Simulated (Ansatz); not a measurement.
# BaTiO3: the cost of one run

Computed with Ansatz 0.2.0 (DFT PBEsol, scalar-relativistic, unless a step's input says otherwise).

### 1 Starting point

Symmetry: Amm2, No. 38, orthorhombic system. The conventional cell has a = 3.984 Å, b = 5.674 Å, c = 5.692 Å, α = 90.00°, β = 90.00°, γ = 90.00°. Around Ba (site symmetry mm2) lie 12 O at 2.80 to 2.89 Å. Ti (site symmetry mm2) is surrounded by 6 O at 1.95 to 2.07 Å. O (site symmetry mm2) has 2 Ti at 1.99 Å and 4 Ba at 2.80 to 2.89 Å as nearest neighbours. Around O (site symmetry m) lie 2 Ti at 1.95 to 2.07 Å and 4 Ba at 2.82 to 2.84 Å.

Structure file:

```
Ba Ti O
1.0
     3.98410    0.00000    0.00000
     0.00000    2.83705    2.84580
     0.00000   -2.83705    2.84580
Ba Ti O
1 1 3
Direct
  0.00000 0.00000 0.00000
  0.50000 0.50790 0.50790
  0.00000 0.49210 0.49210
  0.50000 0.50251 0.99371
  0.50000 0.99371 0.50251
```

Atoms are numbered in the order of the input: Ba1, Ti2, O3, O4, O5.

### 2 The deformed structure

Space group Amm2 before, P1 after.

### 3 All-electron LAPW

input.yaml

```yaml
crystal:
  lattice:
    - [3.9841, -0.0199205, -0.0199205]
    - [-0.02841425, 2.822821, 2.83161475]
    - [-4.375e-05, -2.851279, 2.85998525]
  atoms:
    - { symbol: Ba, position: [0.0, 0.0, 0.0] }
    - { symbol: Ti, position: [0.5, 0.5079, 0.5079] }
    - { symbol: O, position: [0.0, 0.4921, 0.4921] }
    - { symbol: O, position: [0.5, 0.50251, 0.99371] }
    - { symbol: O, position: [0.5, 0.99371, 0.50251] }
kpoints:
  mp_grid: { grid: [8, 8, 8] }
  band_path:
    path:
      - [0.0, 0.0, 0.0]
      - [0.5, 0.0, 0.0]
      - [0.0, 0.0, -0.5]
      - [0.0, 0.0, 0.0]
      - [0.0, 0.5, 0.0]
      - [-0.5, 0.5, 0.5]
      - [0.0, 0.0, 0.0]
      - [0.0, 0.5, 0.5]
      - [-0.5, 0.5, 0.0]
    npoints: 5
scf:
  occupations: { method: fermi_dirac, width: 0.05 }
hamiltonian:
  xc: pbesol
  pseudopotentials: { kind: all_electron, lapw: { basis_error: 0.001 } }
output:
  forces: true
  stress: true
  eigenvalues: true
```

Started as:

```bash
> ansatz run input.yaml --threads 2 --pin off --max-ram 8192MiB --backend cpu --events-out ev --progress --plain --runs-dir out
```

**Question.** How long does this run take on 2 threads of Intel Xeon 6975P-C (Granite Rapids), shared host, and how much memory does it need?

About 3 min, with a peak of 2 GiB.
